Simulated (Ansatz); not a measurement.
Geometry optimisation in Ansatz: input, command and trajectory.

```yaml
crystal:
  lattice:
    - [1.8341661653, -5.668735432, 0.0]
    - [1.8341661653, 5.668735432, 0.0]
    - [0.0, 0.0, 3.7290714824]
  atoms:
    - { symbol: Ti, position: [0.6569401862, 0.3430598138, 0.0] }
    - { symbol: Ti, position: [0.3430598138, 0.6569401862, 0.0] }
    - { symbol: Al, position: [0.0, 0.0, 0.0] }
    - { symbol: Al, position: [0.8282806209, 0.1717193791, 0.5] }
    - { symbol: Al, position: [0.1717193791, 0.8282806209, 0.5] }
    - { symbol: Al, position: [0.5, 0.5, 0.5] }
basis:
  ecutwfc: 420
kpoints:
  mp_grid: { grid: [10, 10, 10] }
hamiltonian:
  xc: pbesol
scf:
  occupations: { method: gaussian, width: 0.1 }
output:
  forces: true
  stress: true
  eigenvalues: true
relax:
  adjacent_minimum: "off"
  f_tol: 0.008
  max_steps: 50
  cell: { stress_tol: 0.08, p_target: 30.0 }
```

```bash
ansatz run input.yaml --threads 1 --pin off --max-ram 2560MiB --backend cpu --events-out ev --progress --plain --runs-dir out
```

These are results of DFT PBEsol, scalar-relativistic, plane waves, PAW in Ansatz, not measurements.

Of 4 frames 3 are shown, positions in Å and forces in eV/Å; the SCF threshold varies from step to step. Steps run on the plane waves of an earlier cell, with a Pulay correction in the pressure. The basis is chosen afresh for the last frame, the zero of the energies, and at times for earlier ones too; energy and pressure step there, also at an unchanged geometry. The relaxation lowers the enthalpy F + PV at the target pressure, so the free energy itself can rise.

```xyz
6
Lattice="1.8342 -5.6687 0.0000 1.8342 5.6687 0.0000 0.0000 0.0000 3.7291" Properties=species:S:1:pos:R:3:forces:R:3 pbc="T T T" step=1 free_energy_over_end_meV_per_atom=7.90 pressure_GPa=30.80
Ti    1.8342   -1.7793    0.0000    0.0000   -0.0646    0.0000
Ti    1.8342    1.7793    0.0000    0.0000    0.0646    0.0000
Al    0.0000    0.0000    0.0000    0.0000    0.0000    0.0000
Al    1.8342   -3.7219    1.8645    0.0000   -0.1088    0.0000
Al    1.8342    3.7219    1.8645    0.0000    0.1088    0.0000
Al    1.8342    0.0000    1.8645    0.0000    0.0000    0.0000
6
Lattice="1.8370 -5.6806 0.0000 1.8370 5.6806 0.0000 0.0000 0.0000 3.7291" Properties=species:S:1:pos:R:3:forces:R:3 pbc="T T T" step=2 free_energy_over_end_meV_per_atom=-1.26 pressure_GPa=29.92
Ti    1.8370   -1.7860    0.0000    0.0000   -0.0133    0.0000
Ti    1.8370    1.7860    0.0000    0.0000    0.0133    0.0000
Al    0.0000    0.0000    0.0000    0.0000    0.0000    0.0000
Al    1.8370   -3.7350    1.8646    0.0000   -0.0321    0.0000
Al    1.8370    3.7350    1.8646    0.0000    0.0321    0.0000
Al    1.8370    0.0000    1.8646    0.0000    0.0000    0.0000
6
Lattice="1.8370 -5.6791 0.0000 1.8370 5.6791 0.0000 0.0000 0.0000 3.7282" Properties=species:S:1:pos:R:3:forces:R:3 pbc="T T T" step=4 free_energy_over_end_meV_per_atom=0.00 pressure_GPa=30.03
Ti    1.8370   -1.7870    0.0000    0.0000    0.0074    0.0000
Ti    1.8370    1.7870    0.0000    0.0000   -0.0074    0.0000
Al    0.0000    0.0000    0.0000    0.0000    0.0000    0.0000
Al    1.8370   -3.7365    1.8641    0.0000   -0.0005    0.0000
Al    1.8370    3.7365    1.8641    0.0000    0.0005    0.0000
Al    1.8370    0.0000    1.8641    0.0000    0.0000    0.0000
```

The run took 96 s on 1 thread of Intel(R) Xeon(R) Platinum 8259CL CPU @ 2.50GHz (Skylake/Cascade Lake), with other jobs on the host, peak memory 0.63 GiB.